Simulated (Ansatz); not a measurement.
**Be in Ansatz: the effect of target pressure**

Be:

```
CELL_PARAMETERS angstrom
2.28530 0.00000 0.00000
-1.14265 1.97913 0.00000
0.00000 0.00000 3.58420
ATOMIC_POSITIONS crystal
Be 0.66667 0.33333 0.75000
Be 0.33333 0.66667 0.25000
```

Alike in all runs:

* Program: Ansatz 0.2.0
* Task: relaxation of cell and atoms
* Functional: PBEsol
* Potentials or basis: Ansatz PAW
* Cutoff: 420 eV (not typed: the program's choice for these potentials)
* k mesh: 13 × 13 × 8
* Occupations: fermi-dirac, width 0.05 eV
* Spin: no spin polarisation

Each run relaxes the cell or the atoms first.

```tsv
target pressure	relaxed volume (Å³/atom)
0 GPa	7.85
2 GPa	7.72
5 GPa	7.55
10 GPa	7.30
20 GPa	?
30 GPa	6.55
```

Task: What does the run with target pressure 20 GPa give?

Result: Relaxed volume 6.89 Å³/atom.

Worked out: In Murnaghan's law V^(-B') rises as a straight line in P. The other rows fit best with B' = 3.2, V0 = 7.85 Å³/atom and B0 = 123 GPa, which gives 6.88 Å³/atom at 20 GPa, against the run's 6.89.

Caveats: the plane-wave basis is chosen anew once the cell has moved, so the energies of steps on either side of that aren't comparable; the PAW data sets come from PBE, with cores solved anew for the run's functional, which leaves a small shift of forces and pressure; the volume moved by over 15 % at a fixed basis, so the end points are rough (some runs).
